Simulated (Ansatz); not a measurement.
Here is an Ansatz 0.2.0 calculation.

File input.yaml:

```yaml
crystal:
  lattice:
    - [5.556395, 0.0, 0.0]
    - [0.0, 3.333597, 0.0]
    - [0.0, 0.0, 6.504995]
  atoms:
    - { symbol: Hf, position: [0.748682, 0.75, 0.607871] }
    - { symbol: Hf, position: [0.251318, 0.25, 0.392129] }
    - { symbol: Hf, position: [0.248682, 0.75, 0.892129] }
    - { symbol: Hf, position: [0.751318, 0.25, 0.107871] }
    - { symbol: O, position: [0.639499, 0.25, 0.4234] }
    - { symbol: O, position: [0.360501, 0.75, 0.5766] }
    - { symbol: O, position: [0.139499, 0.25, 0.0766] }
    - { symbol: O, position: [0.860501, 0.75, 0.9234] }
    - { symbol: O, position: [0.520794, 0.25, 0.841453] }
    - { symbol: O, position: [0.479206, 0.75, 0.158547] }
    - { symbol: O, position: [0.020794, 0.25, 0.658547] }
    - { symbol: O, position: [0.979206, 0.75, 0.341453] }
hamiltonian:
  xc: pbe
  pseudopotentials: { kind: paw }
kpoints:
  mp_grid: { grid: [5, 8, 4] }
scf:
  occupations: { method: fermi_dirac, width: 0.05 }
output:
  forces: true
  stress: true
  eigenvalues: true
relax:
  f_tol: 0.01
  max_steps: 40
  cell: { stress_tol: 0.05 }
```

Potentials or basis: Ansatz PAW.

Run with:

```sh
$ ansatz run input.yaml --threads 4 --pin off --max-ram 11264MiB --backend cpu --events-out ev --progress --plain --runs-dir out
```

(1) Predict the space group after relaxing (to 0.05 Å).

(2) What does it give for the relaxed cell?

(3) Predict the relaxed volume.

Results:

(1) Pnma (No. 62).

(2) a = 5.576 Å, b = 3.349 Å, c = 6.533 Å, α = 90.00°, β = 90.00°, γ = 90.00°.

(3) 10.17 Å³/atom.

Caveat: odd divisions of the mesh miss points on the zone boundary, where band edges often lie, so the gap on the mesh can be too wide; the pressure holds a Pulay correction of +0.9 GPa for the finite cutoff; spin-orbit coupling is left out, which moves the levels of the heavy elements.
